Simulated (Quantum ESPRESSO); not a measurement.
## Cu under changes of volume

One of the cells (11.994 Å³/atom); the others are scaled copies at fixed shape and fractional positions:

```xyz
2
Lattice="1.2185 -3.9764 0.0000 1.2185 3.9764 0.0000 0.0000 0.0000 2.4755" Properties=species:S:1:pos:R:3 pbc="T T T"
Cu    1.2185   -2.9118    1.8566
Cu    1.2185    2.9118    0.6189
```

This isn't the form of Cu at room conditions, which is fcc.

* Program: Quantum ESPRESSO 7.5
* Functional: LDA
* Potentials or basis: GBRV 1.5 LDA
* Cutoff: 762 eV
* Density cutoff: 6095 eV
* k mesh: 11 × 11 × 11
* Occupations: fermi-dirac, width 0.05 eV
* Spin: no spin polarisation

```tsv
volume (Å³/atom)	energy over the lowest point (meV/atom)	pressure (GPa)	largest force (eV/Å)
11.274	1.55	2.4	0.052
11.514	0.00	-1.4	0.021
11.754	3.69	-4.6	0.008
11.994	12.03	-7.5	0.033
12.234	24.42	-10.0	0.057
12.474	?	?	?
12.714	59.58	-14.3	0.098
```

Q: What does the run at 12.474 Å³/atom give?

A: Energy over the lowest point 40.43 meV/atom; pressure -12.3 GPa; largest force 0.079 eV/Å.

Worked out: A Birch-Murnaghan fit of order 3 (a polynomial in V^(-2/3)) to the other rows has its minimum at 11.46 Å³/atom with B0 = V·E''(V) = 172 GPa and B' = 5.0 at fixed shape and positions, which overstates the stiffness. It gives 40.42 meV/atom at 12.474 Å³/atom, against the run's 40.43, and -dE/dV = -11.8 GPa, against -12.3.

Energies are extrapolated to zero smearing.
